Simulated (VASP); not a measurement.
Calculation: PBE GGA, VASP's PBE PAW potentials (set 64) (plane waves; VASP).

A VASP calculation is set up with these files.

File POSCAR:
```
InN
1
    3.5903870000     0.0000000000     0.0000000000
   -1.7951930000     3.1093660000     0.0000000000
    0.0000000000     0.0000000000     5.7967650000
In N
2 2
Direct
  0.6666670000   0.3333330000   0.5004800000
  0.3333330000   0.6666670000   0.0004800000
  0.6666670000   0.3333330000   0.8795200000
  0.3333330000   0.6666670000   0.3795200000
```

### KPOINTS
```
Automatic mesh
0
Gamma
14 14 8
0 0 0
```

**INCAR**
```
SYSTEM=InN
PREC=Accurate; ENCUT=400; LREAL=.FALSE.
LASPH=.TRUE.
EDIFF=1E-10; NELM=100; ALGO=Normal
LMAXMIX=4
ISMEAR=-1; SIGMA=0.1
GGA=PE
ISIF=2
LWAVE=.FALSE.; LCHARG=.FALSE.
```

POTCAR, in this order: In_d N (PBE.64 set). Program: vasp_std.

The run wrote:

### OSZICAR
```
       N       E                     dE             d eps       ncg     rms          rms(c)
DAV:   1     0.318926824357E+03    0.31893E+03   -0.15837E+04  5280   0.190E+03
DAV:   2     0.148646085609E+02   -0.30406E+03   -0.29658E+03  5604   0.438E+02
DAV:   3    -0.247072157143E+02   -0.39572E+02   -0.38839E+02  7258   0.171E+02
DAV:   4    -0.257852748698E+02   -0.10781E+01   -0.10758E+01  6280   0.312E+01
DAV:   5    -0.258204607408E+02   -0.35186E-01   -0.35178E-01  7118   0.501E+00    0.137E+01
DAV:   6    -0.213779984626E+02    0.44425E+01   -0.20833E+01  9196   0.582E+01    0.111E+01
DAV:   7    -0.214601548042E+02   -0.82156E-01   -0.21106E+00  5700   0.122E+01    0.336E+00
DAV:   8    -0.214301381685E+02    0.30017E-01   -0.24729E-01  8462   0.495E+00    0.184E+00
DAV:   9    -0.214212173662E+02    0.89208E-02   -0.59912E-02  8778   0.339E+00    0.480E-01
DAV:  10    -0.214187312149E+02    0.24862E-02   -0.14111E-02  8506   0.161E+00    0.141E-01
DAV:  11    -0.214195117130E+02   -0.78050E-03   -0.41510E-03  7834   0.478E-01    0.196E-01
DAV:  12    -0.214193373099E+02    0.17440E-03   -0.48588E-04  8276   0.275E-01    0.506E-02
DAV:  13    -0.214193066186E+02    0.30691E-04   -0.20578E-04  8704   0.112E-01    0.223E-02
DAV:  14    -0.214193098913E+02   -0.32727E-05   -0.12935E-05  6854   0.388E-02    0.820E-03
DAV:  15    -0.214193093003E+02    0.59096E-06   -0.28266E-06  9166   0.211E-02    0.507E-03
DAV:  16    -0.214193092288E+02    0.71508E-07   -0.51616E-07  7594   0.921E-03    0.176E-03
DAV:  17    -0.214193092193E+02    0.95006E-08   -0.54992E-08  6668   0.183E-03    0.906E-04
DAV:  18    -0.214193092074E+02    0.11888E-07   -0.26203E-09  8262   0.377E-04    0.541E-04
DAV:  19    -0.214193092041E+02    0.33101E-08   -0.15226E-09  6708   0.342E-04    0.772E-05
DAV:  20    -0.214193092055E+02   -0.14224E-08   -0.25216E-10  4142   0.119E-04    0.542E-05
DAV:  21    -0.214193092065E+02   -0.97725E-09   -0.59633E-11  2886   0.650E-05    0.406E-05
DAV:  22    -0.214193092068E+02   -0.28695E-09   -0.24057E-11  2820   0.594E-05    0.279E-05
DAV:  23    -0.214193092068E+02   -0.37289E-10   -0.11450E-11  2772   0.465E-05
   1 F= -.21419309E+02 E0= -.21418461E+02  d E =-.169736E-02
```

### OUTCAR
```
------------------------ aborting loop because EDIFF is reached ----------------------------------------
  FORCE on cell =-STRESS in cart. coord.  units (eV):
  Direction    XX          YY          ZZ          XY          YZ          ZX
  --------------------------------------------------------------------------------------
  Total       -1.1712315     -1.1712312     -1.1046171     -0.0000002     -0.0000000      0.0000000
  in kB      -28.9970965    -28.9970900    -27.3478720     -0.0000047     -0.0000000      0.0000000
  external PRESSURE =     -28.4473528 kB  Pullay stress =       0.0000000 kB
  volume of cell :       64.71
      direct lattice vectors                 reciprocal lattice vectors
     3.590387000  0.000000000  0.000000000     0.278521508  0.160804441  0.000000000
    -1.795193000  3.109366000  0.000000000     0.000000000  0.321608971  0.000000000
     0.000000000  0.000000000  5.796765000     0.000000000  0.000000000  0.172510012
 POSITION                                       TOTAL-FORCE (eV/Angst)
 -----------------------------------------------------------------------------------
      1.79520      1.03645      2.90116         0.000000     -0.000000      0.000628
     -0.00000      2.07291      0.00278        -0.000000      0.000000      0.000628
      1.79520      1.03645      5.09837         0.000000     -0.000000     -0.000628
     -0.00000      2.07291      2.19999        -0.000000      0.000000     -0.000628
 -----------------------------------------------------------------------------------
    total drift:                               -0.001343      0.000775      0.000718
  FREE ENERGIE OF THE ION-ELECTRON SYSTEM (eV)
  ---------------------------------------------------
  free  energy   TOTEN  =       -21.4193092068 eV

  energy  without entropy=      -21.4176118473  energy(sigma->0) =      -21.41846053
```
(Selected blocks of OUTCAR.)

At this cut-off the stress carries a Pulay error, which pulls relaxed volumes low.

The structure comes from a computed database's InN entry; how it stands against other phases isn't given here. The cell was not relaxed at this level. The run is one of a series of settings (EDIFF = 1E-10 against the base run), some of them coarse on purpose.
